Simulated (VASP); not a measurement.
# KCl (Fm-3m) in VASP: a series of runs, part 2 of 2

VASP 6.6.1. The steps go on from the part before.

## Step 3: Relaxation of cell and atoms, LDA

Contents of INCAR:

```
PREC = Accurate
ENCUT = 600
EDIFF = 1E-7
ISMEAR = 0
SIGMA = 0.02
LREAL = False
LASPH = True
NELM = 60
ALGO = Normal
ISIF = 3
LWAVE = False
LCHARG = False
IBRION = 2
NSW = 90
EDIFFG = -0.005
```

Contents of KPOINTS:

```
Automatic mesh
0
Gamma
  6 6 6
```

Contents of POSCAR:

```
KCl
1.0
    0.0000000000      3.1341000000      3.1341000000
    3.1341000000      0.0000000000      3.1341000000
    3.1341000000      3.1341000000      0.0000000000
K Cl
1 1
Direct
    0.0000000000      0.0000000000      0.0000000000
    0.5000000000      0.5000000000      0.5000000000
```

Potentials or basis: VASP PAW LDA potentials, release 64 (K_sv, Cl).

Launch:

```
> cat potpaw_LDA.64/K_sv/POTCAR potpaw_LDA.64/Cl/POTCAR > POTCAR
> mpirun -np 1 vasp_std > vasp.out
```

Run time: 33 s. Hardware: 1 thread of Intel Xeon Platinum 8488C (Sapphire Rapids), shared host; peak memory 0.18 GiB.

The run converged. Its results:

```yaml
Free_energy: -7.4083 eV
Relaxed_volume: 28.19 Å³/atom
Relaxed_cell: a = 4.304 Å, b = 4.304 Å, c = 4.304 Å, α = 60.00°, β = 60.00°, γ = 60.00°
Space_group_after_relaxing_to_0.05_Å: Fm-3m (No. 225)
Energy_gained_by_relaxing: 15.1 meV/atom
Ionic_steps: 4
Pressure_after_relaxing: 0.0 GPa
Band_gap_on_the_k_mesh: 5.10 eV, direct
```

The path:
```csv
step,energy change (eV),largest force (eV/Å),pressure (GPa),volume (Å³)
1,0.0000,0.0000,-1.71,61.57
2,-0.0236,0.0000,-0.87,58.69
3,-0.0301,0.0000,-0.07,56.58
4,-0.0301,0.0000,0.00,56.39
```

Final structure:
```cif
data_structure
_symmetry_space_group_name_H-M 'P 1'
_symmetry_Int_Tables_number 1
_cell_length_a 4.3043
_cell_length_b 4.3043
_cell_length_c 4.3043
_cell_angle_alpha 60.000
_cell_angle_beta 60.000
_cell_angle_gamma 60.000
_cell_volume 56.39
loop_
_atom_site_label
_atom_site_type_symbol
_atom_site_fract_x
_atom_site_fract_y
_atom_site_fract_z
_atom_site_occupancy
K1 K 0.00000 0.00000 0.00000 1
Cl1 Cl 0.50000 0.50000 0.50000 1
```

Levels at points of the mesh, in eV from the valence-band top:
```csv
k point,band 5,band 6,band 7,band 8,band 9,band 10,band 11,band 12
"(0.00, 0.00, 0.00)",-10.31,0.00,0.00,0.00,5.10,8.11,8.11,8.11
"(0.50, 0.00, 0.00)",-9.99,-1.33,-0.44,-0.44,7.47,8.64,10.59,10.59
"(0.50, 0.50, 0.00)",-10.40,-0.76,-0.25,-0.25,6.05,8.44,10.23,10.24
```

## Step 4: Relaxation of cell and atoms, PBE

Changes to INCAR since step 3:

```diff
@@ -12,2 +12,3 @@
 LCHARG = False
+GGA = PE
 IBRION = 2
```

KPOINTS is that of step 3.

POSCAR is that of step 3.

Potentials or basis: VASP PAW PBE potentials, release 64 (K_sv, Cl).

Launch:

```
> cat potpaw_PBE.64/K_sv/POTCAR potpaw_PBE.64/Cl/POTCAR > POTCAR
> mpirun -np 1 vasp_std > vasp.out
```

Wall time 43 s (1 thread of Intel Xeon Platinum 8488C (Sapphire Rapids), shared host); peak memory 0.22 GiB.

It converged, with:

| Quantity | Value |
| --- | --- |
| Free energy | -6.8111 eV |
| Relaxed volume | 32.58 Å³/atom |
| Relaxed cell | a = 4.517 Å, b = 4.517 Å, c = 4.517 Å, α = 60.00°, β = 60.00°, γ = 60.00° |
| Space group after relaxing (to 0.05 Å) | Fm-3m (No. 225) |
| Energy gained by relaxing | 5.6 meV/atom |
| Ionic steps | 4 |
| Pressure after relaxing | 0.0 GPa |
| Band gap on the k mesh | 5.04 eV, direct |

Step by step:
| step | energy change (eV) | largest force (eV/Å) | pressure (GPa) | volume (Å³) |
| --- | --- | --- | --- | --- |
| 1 | 0.0000 | 0.0000 | 1.06 | 61.57 |
| 2 | -0.0087 | 0.0000 | 0.47 | 63.41 |
| 3 | -0.0112 | 0.0000 | -0.05 | 65.36 |
| 4 | -0.0112 | 0.0000 | 0.00 | 65.15 |

Final structure:
```
CELL_PARAMETERS angstrom
0.00000 3.19377 3.19377
3.19377 0.00000 3.19377
3.19377 3.19377 0.00000
ATOMIC_POSITIONS crystal
K 0.00000 0.00000 0.00000
Cl 0.50000 0.50000 0.50000
```

Levels at points of the mesh, in eV from the valence-band top:
```tsv
k point	band 4	band 5	band 6	band 7	band 8	band 9	band 10	band 11	band 12
(0.00, 0.00, 0.00)	-10.77	-10.77	0.00	0.00	0.00	5.04	8.35	8.35	8.35
(0.50, 0.00, 0.00)	-10.78	-10.55	-0.98	-0.29	-0.29	7.46	8.42	10.38	10.38
(0.50, 0.50, 0.00)	-10.82	-10.82	-0.63	-0.21	-0.21	6.56	8.15	9.81	10.15
```

As with any semilocal functional, this PBE gap is likely too small. PBE usually gives volumes a little too large and moduli too small.

## Step 5: Relaxation of cell and atoms, PBE+D3(BJ)

Changes to INCAR since step 4:

```diff
@@ -13,2 +13,3 @@
 GGA = PE
+IVDW = 12
 IBRION = 2
```

KPOINTS is that of step 4.

POSCAR is that of step 4.

Potentials or basis: VASP PAW PBE potentials, release 64 (K_sv, Cl).

Launch:

```
> cat potpaw_PBE.64/K_sv/POTCAR potpaw_PBE.64/Cl/POTCAR > POTCAR
> mpirun -np 1 vasp_std > vasp.out
```

OUTCAR:

```text
PREC = Accurate
   ENCUT = 600
   EDIFF = 1E-7
   ISMEAR = 0
   LREAL = False
   LASPH = True
   NELM = 60
   ISIF = 3
   GGA = PE
   IVDW = 12
   IBRION = 2
   NSW = 90
   EDIFFG = -0.005
 IVDW          = 12

 ion  position               nearest neighbor table
   1  0.000  0.000  0.000-   2 3.13   2 3.13   2 3.13   2 3.13   2 3.13   2 3.13
   2  0.500  0.500  0.500-   1 3.13   1 3.13   1 3.13   1 3.13   1 3.13   1 3.13

  LATTYP: Found a face centered cubic cell.
[... 474 lines left out ...]

 Edisp (eV)   -0.39223

 E8    (eV) :    -0.1779

  FORCE on cell =-STRESS in cart. coord.  units (eV):
  Direction    XX          YY          ZZ          XY          YZ          ZX
  --------------------------------------------------------------------------------------
  -------------------------------------------------------------------------------------
  Total       0.00524     0.00524     0.00524     0.00000     0.00000     0.00000
  in kB       0.13621     0.13621     0.13621     0.00000     0.00000     0.00000
  external pressure =        0.14 kB  Pullay stress =        0.00 kB

 VOLUME and BASIS-vectors are now :
 -----------------------------------------------------------------------------
  energy-cutoff  :      600.00
  volume of cell :       61.63
      direct lattice vectors                 reciprocal lattice vectors
     0.000000000  3.135065051  3.135065051    -0.159486324  0.159486324  0.159486324
     3.135065051  0.000000000  3.135065051     0.159486324 -0.159486324  0.159486324
     3.135065051  3.135065051  0.000000000     0.159486324  0.159486324 -0.159486324

 POSITION                                       TOTAL-FORCE (eV/Angst)
 -----------------------------------------------------------------------------------
      3.13507      6.27013      3.13507        -0.000000      0.000000     -0.000000
      3.13507      3.13507      3.13507         0.000000     -0.000000      0.000000
 -----------------------------------------------------------------------------------
    total drift:                                0.000000      0.000000      0.000000

  FREE ENERGIE OF THE ION-ELECTRON SYSTEM (eV)
  ---------------------------------------------------
  free  energy   TOTEN  =        -7.1924823050 eV

  energy  without entropy=       -7.1924823050  energy(sigma->0) =       -7.19248231

 reached required accuracy - stopping structural energy minimisation
```

Wall time 20 s (1 thread of Intel Xeon Platinum 8488C (Sapphire Rapids), shared host); peak memory 0.21 GiB.

Results:

```
Free energy                            : -7.1925 eV
Relaxed volume                         : 30.81 Å³/atom
Relaxed cell                           : a = 4.434 Å, b = 4.434 Å, c = 4.434 Å, α = 60.00°, β = 60.00°, γ = 60.00°
Space group after relaxing (to 0.05 Å) : Fm-3m (No. 225)
Energy gained by relaxing              : 0.0 meV/atom
Ionic steps                            : 2
Pressure after relaxing                : 0.0 GPa
Band gap on the k mesh                 : 5.23 eV, direct
Dispersion energy per atom             : -0.196 eV
```

Final structure:
```
K Cl
1.0
     0.00000    3.13507    3.13507
     3.13507    0.00000    3.13507
     3.13507    3.13507    0.00000
K Cl
1 1
Direct
  0.00000 0.00000 0.00000
  0.50000 0.50000 0.50000
```

## Step 6: The runs side by side

```tsv
level	potentials or basis	gap on the mesh (eV)	pressure (GPa)	relaxed volume (Å³/atom)
PBEsol	VASP PAW PBE potentials, release 64 (K_sv, Cl)	5.08	0.0	30.59
LDA	VASP PAW LDA potentials, release 64 (K_sv, Cl)	5.10	0.0	28.19
PBE	VASP PAW PBE potentials, release 64 (K_sv, Cl)	5.04	0.0	32.58
PBE+D3(BJ)	VASP PAW PBE potentials, release 64 (K_sv, Cl)	5.23	0.0	30.81
```

Alike in all rows: task relaxation of cell and atoms; no spin polarisation; cell relaxed; k mesh 6 × 6 × 6; cutoff (eV) 600; smearing gaussian 0.02 eV.

Caveats: the PAW data sets were made with another functional, which shifts forces and pressure a little (some runs).

Total energies depend on the potentials used, so only differences within one code and one set of settings carry meaning.
